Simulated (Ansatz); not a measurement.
## A convergence test on LiBr (Fm-3m): k mesh of the hybrid

How far can the k mesh of the hybrid be lowered for the gap of LiBr (Fm-3m)?

Program: Ansatz 0.2.0. Level of theory: DFT, HSE06, plane waves, PAW; PAW set soft_1. Results are calculated unless marked as measured.

## 1. The starting structure

It takes space group Fm-3m (No. 225, cubic). Conventional cell: a = 5.501 Å, b = 5.501 Å, c = 5.501 Å, α = 90.00°, β = 90.00°, γ = 90.00°. Nearest to Li lie 6 Br at 2.75 Å. Nearest to Br lie 6 Li at 2.75 Å. Farther neighbours and most contacts between anions are not listed.

The cell and positions come from the Crystallography Open Database and are kept as given unless a step says otherwise.

## 2. k mesh of the hybrid: 2×2×2

input.yaml reads:

```yaml
crystal:
  lattice:
    - [0.0, 2.75065, 2.75065]
    - [2.75065, 0.0, 2.75065]
    - [2.75065, 2.75065, 0.0]
  atoms:
    - { symbol: Li, position: [0.0, 0.0, 0.0] }
    - { symbol: Br, position: [0.5, 0.5, 0.5] }
kpoints:
  mp_grid: { grid: [2, 2, 2] }
  band_path:
    path:
      - [0.0, 0.0, 0.0]
      - [0.5, 0.0, 0.5]
      - [0.625, 0.25, 0.625]
      - [0.375, 0.375, 0.75]
      - [0.5, 0.5, 0.5]
      - [0.5, 0.25, 0.75]
      - [0.075, 0.075, 0.15]
    npoints: 1
hamiltonian:
  xc: hse06
  pseudopotentials: { kind: paw, azcp: { folder: soft_1 } }
scf:
  occupations: { method: fixed }
  n_extra_bands: 4
output:
  eigenvalues: true
```

The run is started by

```bash
$ ansatz run input.yaml --threads 24 --pin off --max-ram 82944MiB --backend cuda --events-out ev --progress --plain --runs-dir out --devices 1 --max-vram 78GiB
```

Numbers of over 12 decimals in the logs are rounded to 6 here.

What it wrote:

```text
scf.n_extra_bands = 4 over 5 filled bands (N_el = 10.0): the run solves 9 bands
exact exchange: scf.exx.singularity resolves to wigner_seitz, which cuts the screened interaction at the faces of the exchange supercell's Wigner-Seitz cell, so that each pair interacts once, at the shortest of its separations (the periodic images that this leaves out come, for a point-like exchange hole, to about 0.126 eV on a filled level). The cut falls within the interaction's reach, and what an exchange supercel [...]
GPUs: using 1 of 1 available (devices: 1).
Engine: ansatz 0.2.0, aarch64-unknown-linux-gnu
Pseudopotentials: kind: paw
Pseudopotential: Li, paw, valence charge 3, recommended cutoff 420 eV (normal), soft_1/Li.paw.azcp
Pseudopotential: Br, paw, valence charge 7, recommended cutoff 420 eV (normal), soft_1/Br.paw.azcp
Functional definition: HSE06
  parameter a = 0.25
  parameter omega = 0.11/bohr
  exchange = pbe_x - a*pbe_x_sr(omega) + a*exact_x_sr(omega)
  correlation = pbe_c
davidson cushion auto → on  (no smearing: the cushion is to keep the highest requested band from converging to the state above it; pin scf.eigensolver.cushion to override)
device memory: the entry about to start is reckoned to put 0.7 GiB on a device that reports 165.4 GiB free (of which the cap on the GPU budget leaves the run 78.0 GiB)
GPU FFT provider: cuFFT
GPU libraries: cuBLAS 13.8.1, cuFFT 12.4.0, cuSOLVER 12.3.2
GPU matrix products: emulated (plane waves: as basis.precision tells), large ones in fixed point in workspaces of 1.00 GiB
Crystal: 2 atoms, lattice volume = 41.623 Å³
Basis set: ecut = 420 eV, 869 PW (Γ)
Bands: 9, of which v1, the nominal top of the filled ones, is band 5 counted from 1 (4 counted from 0)
Symmetry: 48 space group operations
Space group: Fm-3m (ITA 225), of the structure as read, at distance tolerance 3.5e-5 Å
k-points: 3 of 8
Non-local potential: Li, projectors of the file, l = 0: 3, l = 1: 2, l = 2: 1
Non-local potential: Br, projectors of the file, l = 0: 2, l = 1: 2, l = 2: 2
PAW form: soft (Blöchl's): semilocal exchange-correlation on the pseudo side does not see the compensation charge
PAW frozen core: Br, regenerated for the run's functional, and the local potential with it (the file was generated under x = pbe(κ = 0.804, μ = 0.219515), c = pbe(β = 0.066725))
PAW one-centre angular grid: Li, 110 points (default); XC on 160 Gauss nodes
PAW one-centre angular grid: Br, 110 points (default); XC on 64 Gauss nodes
Initial density: superposition of atomic densities (chi_scale 0.1, normalization cell, long waves kept (reshape's long-wave potential 0.00 eV rms))
Initial wavefunctions: pseudopotential atomic-orbital guess
GPU buffer pool allocated for 19683 grid points (all kernels)
GPU transforms: local potential and band sums: pruned to the plane-wave sphere, on 25×25×25
Functional: x = pbe(κ = 0.804, μ = 0.219515), c = pbe(β = 0.066725), warm-up for x = pbe(κ = 0.804, μ = 0.219515) + 0.25 (exact − pbe) at short range (hse, ω = 0.207870 Å⁻¹), c = pbe(β = 0.066725); HSE06 as pw.x's `hse` composes it (authors' and Libxc's form: `xc: wpbeh`)
SCF iter   1: F=—  HF=-2990.268549 eV  |F-HF|=—  |Δ(HF+E_count)|=         —  Δρ=2.46e-2  dr2=1.78e-1  ethr=1.00e-1  ⟨swp⟩=4.7  Hψ=96  notcnv=0
preconditioner: auto → none  [insulator: Δε(μ)=4.535 eV  Ē_g=13.149 eV  n_scr=8 (ndim 8)  ℏωp=16.3 eV  f_vac=0.000]
SCF iter   2: F=—  HF=-2990.306462 eV  |F-HF|=—  |Δ(HF+E_count)|=   3.79e-2  Δρ=1.22e-2  dr2=4.17e-2  ethr=1.78e-3  ⟨swp⟩=5.7  Hψ=87  notcnv=0
iter 3 solved again at ethr=6.76e-6 eV; its pass at ethr=4.17e-4 eV (dr2=6.76e-4 eV) is discarded
SCF iter   3: F=-2990.322260 eV  HF=-2990.322475 eV  |F-HF|=2.15e-4  |Δ(HF+E_count)|=   1.60e-2  Δρ=8.96e-4  dr2=6.31e-4  ethr=6.76e-6  ⟨swp⟩=4.0  Hψ=156  notcnv=0  defer=1
SCF 1 stopped early in 3 iterations: F = -2990.322260 eV  dr2 = 6.31e-4
[...]
Frozen-core exchange: fock
SCF iter   1: F=—  HF=-2992.440862 eV  |F-HF|=—  |Δ(HF+E_count)|=         —  Δρ=3.02e-3  dr2=4.09e-3  ethr=6.31e-5  ⟨swp⟩=4.0  Hψ=108  notcnv=0
preconditioner: auto → none  [insulator: Δε(μ)=6.208 eV  Ē_g=14.592 eV  n_scr=8 (ndim 8)  ℏωp=16.3 eV  f_vac=0.001]
SCF iter   2: F=—  HF=-2992.440144 eV  |F-HF|=—  |Δ(HF+E_count)|=   7.17e-4  Δρ=1.21e-3  dr2=5.80e-4  ethr=3.71e-5  ⟨swp⟩=2.0  Hψ=66  notcnv=0
SCF iter   3: F=—  HF=-2992.441180 eV  |F-HF|=—  |Δ(HF+E_count)|=   1.04e-3  Δρ=4.51e-4  dr2=7.69e-5  ethr=4.85e-6  ⟨swp⟩=2.7  Hψ=70  notcnv=0
SCF iter   4: F=—  HF=-2992.441166 eV  |F-HF|=—  |Δ(HF+E_count)|=   1.40e-5  Δρ=9.95e-5  dr2=4.34e-6  ethr=7.27e-7  ⟨swp⟩=3.0  Hψ=73  notcnv=0
SCF iter   5: F=-2992.441166 eV  HF=-2992.441166 eV  |F-HF|=7.48e-9  |Δ(HF+E_count)|=   4.06e-7  Δρ=8.64e-6  dr2=3.80e-7  ethr=3.98e-8  ⟨swp⟩=3.0  Hψ=74  notcnv=0
SCF 2 stopped early in 5 iterations: F = -2992.441166 eV  dr2 = 3.80e-7
  greatest PAW one-centre occupation: 0.999 electrons in one spin orbital (limit 2), on the Li atom at site 0 (counted from 0), in its partial waves of l = 0
hybrid outer 1: dexx = +1.310e-3 eV, tail = 5.09e-6 eV
GPU FFT provider: cuFFT
GPU libraries: cuBLAS 13.8.1, cuFFT 12.4.0, cuSOLVER 12.3.2
GPU matrix products: emulated (plane waves: as basis.precision tells), large ones in fixed point in workspaces of 1.00 GiB
GPU buffer pool allocated for 19683 grid points (all kernels)
GPU transforms: local potential and band sums: pruned to the plane-wave sphere, on 25×25×25
Exchange kernel: α = 0.2500, screened, ω = 0.2079 Å⁻¹, Wigner–Seitz truncation, v(0) = 696.3075 eV·Å³, q-mesh 2×2×2, nearest image of the exchange supercell L = 7.78 Å, pair-density grid 15×15×15, without the augmentation charges, whose exchange is taken in its separable form by FFT convolution over the k-point mesh (sized by the pseudopotential files, 24×24×24 at the most), smooth part of the exact exchange by density-matrix convolution in up to 130.4 MiB of GPU memory as planned if the GPU has room (build and FFT work areas not counted)
Frozen-core exchange: fock
SCF iter   1: F=—  HF=-2992.441296 eV  |F-HF|=—  |Δ(HF+E_count)|=         —  Δρ=2.83e-5  dr2=1.74e-7  ethr=2.55e-7  ⟨swp⟩=3.0  Hψ=76  notcnv=0
preconditioner: auto → none  [insulator: Δε(μ)=6.214 eV  Ē_g=14.578 eV  n_scr=8 (ndim 8)  ℏωp=16.3 eV  f_vac=0.001]
iter 2 solved again at ethr=4.69e-11 eV; its pass at ethr=1.61e-9 eV (dr2=4.69e-9 eV) is discarded
SCF iter   2: F=-2992.441296 eV  HF=-2992.441296 eV  |F-HF|=3.81e-9  |Δ(HF+E_count)|=   2.62e-9  Δρ=7.00e-6  dr2=7.73e-9  ethr=4.69e-11  ⟨swp⟩=3.0  Hψ=162  notcnv=0
SCF 3 converged in 2 iterations: F = -2992.441296 eV  dr2 = 7.73e-9
hybrid outer 2: dexx = +9.397e-8 eV, tail = 2.07e-8 eV, Δε = 7.70e-4 eV (about 4.49e-5 eV left of the loop's levels)
device memory: the entry about to start is reckoned to put 0.3 GiB on a device that reports 165.4 GiB free (of which the cap on the GPU budget leaves the run 78.0 GiB)
NSCF: frozen V_eff on 7 k-points
hybrid SCF converged: 2 outer / 7 inner (+3 warm-up), last move |dexx| = 9.40e-8 eV, tail = 2.07e-8 eV
Stability not checked: this state was not tested for a lower state beside it, because the functional holds exact exchange (a hybrid, or Hartree-Fock), whose exchange loop this test does not read (fock_operator; see scf.lower_state_search)
Free energy (F): -2992.441296 eV
Frozen-core exchange: fock
Harris-Foulkes:  -2992.441296 eV  (|F-HF|=3.81e-9)
Internal energy: -2992.441296 eV  (E = F + TS)
E sigma→0 (E₀):  -2992.441296 eV
Fermi energy:    1.395286 eV
--- Per-component energies (eV) ---
  E_band       = -116.852869
  E_kinetic    = 151.129720
  E_local      = -302.065503  (includes V_loc(G=0)·N_el)
  E_nonlocal   = 31.296542
  E_hartree    = 82.521293
  E_xc         = -165.056565
  E_vxc        = -98.543931  (∫ρ·V_xc dr)
  E_exx        = -24.900614  (= α·E_x^exact, valence–valence)
  E_paw        = -2357.078096  (= ΣΔE_a)
  E_vpaw       = -13.911844  (= ΣTr[D̂ρ^β])
  E_aug_tail   = 0.000252  (compensation charges beyond the density's cutoff)
  E_ewald      = -407.925104
  E_core_change = -0.363221  (= ΣΔE_core)
  E_smearing   = -0.000000  (= −TS)
  E_closure    = -0.000000  (closes the sum)
  Σ components = -2992.441296   (vs F -2992.441296, Δ=0.00e0)
--- Band table (eV) ---
  k-point 0: bands = ["-46.2558", "-13.0505", "1.3953", "1.3953", "1.3953", "7.6091", "13.1681", "13.1681", "13.1681"]
  k-point 1: bands = ["-46.2547", "-12.5213", "-1.6591", "1.1164", "1.1164", "8.2162", "10.7062", "10.7062", "14.6759"]
  k-point 2: bands = ["-46.2539", "-12.3064", "-1.6448", "0.1888", "0.1888", "8.7787", "9.6420", "14.5432", "15.2993"]
```

Elapsed: 2.3 s, on 1 × NVIDIA GB200 (shared by 2 runs) with 24 threads of Arm Neoverse V2, shared host; peak memory 1 GiB.

In the SCF lines HF is the Harris–Foulkes energy and dr2 the Hartree energy of the density residual, in eV; the loop may stop once dr2 is under the threshold and the program's other checks hold. Hψ counts applications of the Hamiltonian.

This step gave:

```
gap                     : 6.208 eV
valence top at          : k = (0.075, 0.075, 0.150)
conduction bottom at    : Γ
least direct gap        : 6.214 eV
exact-exchange fraction : 0.25
```

The gap is indirect, with the least direct gap 0.006 eV higher.

## 3. k mesh of the hybrid: 4×4×4

Changes to input.yaml since step 2:

```diff
@@ -9,3 +9,3 @@
 kpoints:
-  mp_grid: { grid: [2, 2, 2] }
+  mp_grid: { grid: [4, 4, 4] }
   band_path:
```

What it wrote:

```text
[...]
GPUs: using 1 of 1 available (devices: 1).
[...]
GPU FFT provider: cuFFT
GPU libraries: cuBLAS 13.8.1, cuFFT 12.4.0, cuSOLVER 12.3.2
[...]
Crystal: 2 atoms, lattice volume = 41.623 Å³
Basis set: ecut = 420 eV, 869 PW (Γ)
Bands: 9, of which v1, the nominal top of the filled ones, is band 5 counted from 1 (4 counted from 0)
[... 1 set-up line as in the run before ...]
[...]
k-points: 8 of 64
[...]
SCF 3 converged in 2 iterations: F = -2993.043799 eV  dr2 = 1.14e-8
[...]
NSCF: frozen V_eff on 7 k-points
[...]
Free energy (F): -2993.043799 eV
Frozen-core exchange: fock
[...]
Internal energy: -2993.043799 eV  (E = F + TS)
E sigma→0 (E₀):  -2993.043799 eV
Fermi energy:    1.234044 eV
[...]
--- Band table (eV; the first three rows and the last of 8) ---
[...]
```

Wall time 2.7 s (1 × NVIDIA GB200 (shared by 2 runs) with 24 threads); peak memory 1.1 GiB; 7.1 s of CPU time.

This step gave:

- gap: 6.152 eV
- valence top at: k = (0.075, 0.075, 0.150)
- conduction bottom at: Γ
- least direct gap: 6.156 eV

The gap is 6.152 eV, −0.056 eV from the run before at this level.

## 4. k mesh of the hybrid: 6×6×6

Changes to input.yaml since step 3:

```diff
@@ -9,3 +9,3 @@
 kpoints:
-  mp_grid: { grid: [4, 4, 4] }
+  mp_grid: { grid: [6, 6, 6] }
   band_path:
```

What it wrote:

```text
[...]
GPUs: using 1 of 1 available (devices: 1).
[...]
GPU FFT provider: cuFFT
GPU libraries: cuBLAS 13.8.1, cuFFT 12.4.0, cuSOLVER 12.3.2
[...]
Crystal: 2 atoms, lattice volume = 41.623 Å³
Basis set: ecut = 420 eV, 869 PW (Γ)
Bands: 9, of which v1, the nominal top of the filled ones, is band 5 counted from 1 (4 counted from 0)
[... 1 set-up line as in the run before ...]
[...]
k-points: 16 of 216
[...]
SCF iter   2: F=-2993.052425 eV  HF=-2993.052425 eV  |F-HF|=1.94e-9  |Δ(HF+E_count)|=   6.05e-8  Δρ=8.26e-6  dr2=1.07e-8  ethr=4.62e-10  ⟨swp⟩=4.0  Hψ=506  notcnv=0
SCF 3 converged in 2 iterations: F = -2993.052425 eV  dr2 = 1.07e-8
[...]
Free energy (F): -2993.052425 eV
Frozen-core exchange: fock
[...]
Internal energy: -2993.052425 eV  (E = F + TS)
E sigma→0 (E₀):  -2993.052425 eV
Fermi energy:    1.230191 eV
[...]
--- Band table (eV; the first three rows and the last of 16) ---
[...]
```

Elapsed: 3.1 s, on 1 × NVIDIA GB200 (shared by 2 runs) with 24 threads; peak memory 1.2 GiB; 11 s of CPU time.

Numbers from this step:

| Quantity | Value |
| --- | --- |
| gap | 6.148 eV |
| valence top at | k = (0.075, 0.075, 0.150) |
| conduction bottom at | Γ |
| least direct gap | 6.152 eV |

The gap is 6.148 eV, −0.004 eV from the run before at this level.

## 5. The series

Differences are against the last row; a negative gap means that bands overlap, and a run with a band path holds that path's time. Times are wall times on 1 × NVIDIA GB200 (shared by 2 runs) with 24 threads of Arm Neoverse V2, shared host, good to a factor of about two.

| k mesh of the hybrid | gap (eV) | direct gap (eV) | gap error (eV) | energy error (meV/atom) | irreducible k | time |
| --- | --- | --- | --- | --- | --- | --- |
| 2×2×2 | 6.208 | 6.214 | +0.060 | +305.6 | 3 | 2.3 s |
| 4×4×4 | 6.152 | 6.156 | +0.004 | +4.3 | 8 | 2.7 s |
| 6×6×6 | 6.148 | 6.152 | +0.000 | +0.0 | 16 | 3.1 s |

## 6. Outcome

| Quantity | Value |
| --- | --- |
| 2×2×2 | 6.208 eV |
| 4×4×4 | 6.152 eV |
| 6×6×6 | 6.148 eV |

In words: The gap holds to 0.02 eV from 4×4×4 on. At 2×2×2 the gap is off by +0.060 eV and the energy by +306 meV/atom. The gap is read over the mesh and added points near the edges, so meshes differ mainly through the density and, for a hybrid, the exchange operator.

[Paths, hosts, dates, memory and timing lines, banners, echoed tables and standing remarks are left out of the program output.]

[Logs are printed without paths, hosts, clocks, repeated set-up lines and the standing remarks that a program may print on its own settings, such as how far it seeks lower states.]

[Runs of the session that timed out or met a known fault of the program may be left out.]

[Cells called generated may have been cut or substituted from an entry of the Crystallography Open Database or the Materials Project.]

[Hosts, paths, dates, database ids (printed as entryN), source tags and the programs' standing remarks are cut or masked in the printed files.]
